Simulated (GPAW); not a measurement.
Crystal: CdS (Greenockite).

```
Cd S
1.0
     4.15000    0.00000    0.00000
    -2.07500    3.59401    0.00000
     0.00000    0.00000    6.73700
Cd S
2 2
Direct
  0.66667 0.33333 0.50000
  0.33333 0.66667 0.00000
  0.66667 0.33333 0.87500
  0.33333 0.66667 0.37500
```

| Quantity | Value |
| --- | --- |
| Program | GPAW 26.7.0 |
| Task | relaxation of cell and atoms |
| Functional | PBEsol |
| Dispersion | D3 |
| Potentials or basis | PAW data sets generated in the run's folder for this functional |
| Cutoff | 600 eV |
| Basis | pw |
| k mesh | 5 × 5 × 3 |
| Occupations | fermi-dirac, width 0.05 eV |
| Spin | no spin polarisation |

At the start: pressure -2.9 GPa; volume 25.12 Å³/atom.

Problem. Where does the relaxation end?

Solution. Over 5 steps the energy falls by 11.1 meV/atom and the volume is 23.97 Å³/atom (-4.6 %); space group P6_3mc (No. 186, to 0.05 Å).

The path:
| step | energy change (eV) | largest force (eV/Å) | pressure (GPa) | volume (Å³) |
| --- | --- | --- | --- | --- |
| 1 | 0.0000 | 0.0725 | -2.91 | 100.48 |
| 2 | -0.0087 | 0.0617 | -2.65 | 99.99 |
| 3 | -0.0438 | 0.0428 | 0.16 | 95.57 |
| 4 | -0.0442 | 0.0269 | -0.06 | 95.89 |
| 5 | -0.0443 | 0.0184 | -0.07 | 95.90 |

Final structure:
```yaml
crystal:
  lattice:
    - [4.08413, 0.00000, 0.00000]
    - [-2.04207, 3.53696, 0.00000]
    - [0.00000, 0.00000, 6.63873]
  atoms:
    - { symbol: Cd, position: [0.66667, 0.33333, 0.49877] }
    - { symbol: Cd, position: [0.33333, 0.66667, 0.99877] }
    - { symbol: S, position: [0.66667, 0.33333, 0.87623] }
    - { symbol: S, position: [0.33333, 0.66667, 0.37623] }
```

Caveat: later steps reuse the first step's grids.
